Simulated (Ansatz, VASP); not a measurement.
**One calculation of CaSe, two programs**

```xyz
2
Lattice="0.0000 2.7343 2.9560 2.9560 0.0000 2.9560 2.9560 2.7343 0.0000" Properties=species:S:1:pos:R:3 pbc="T T T"
Ca    0.0000    0.0000    0.0000
Se    2.9560    2.7343    2.9560
```

Change from the starting cell: strain -0.0750 x Voigt [0, 1, 0, 0, 0, 0], atoms carried along.

Alike in both runs: task single point; functional PBE; k mesh 8 × 8 × 8; occupations gaussian, width 0.05 eV; no spin polarisation.

|  | VASP | Ansatz |
| --- | --- | --- |
| version | VASP 6.6.1 | Ansatz 0.2.0 |
| potentials or method | VASP PAW PBE potentials, release 64 (Ca_sv, Se) | scalar-relativistic, plane waves, PAW |
| plane-wave cutoff (eV) | 520 | 420 |
| valence electrons in the cell | 16 | 26 |

|  | VASP | Ansatz | Ansatz less VASP |
| --- | --- | --- | --- |
| gap on the k mesh at the Fermi level (eV) | 1.70 | 1.71 | +0.017 |
| least direct gap on the mesh (eV) | 2.68 | 2.69 | +0.010 |
| pressure (GPa) | 7.2 | 7.0 | -0.25 |
| largest component of the traceless stress (GPa) | 8.33 | 8.21 | -0.117 |

With one functional, cell and mesh, what is left measures potentials, basis and numerics. The two sets of potentials don't hold the same shells in valence.

A k mesh can miss the band edges.
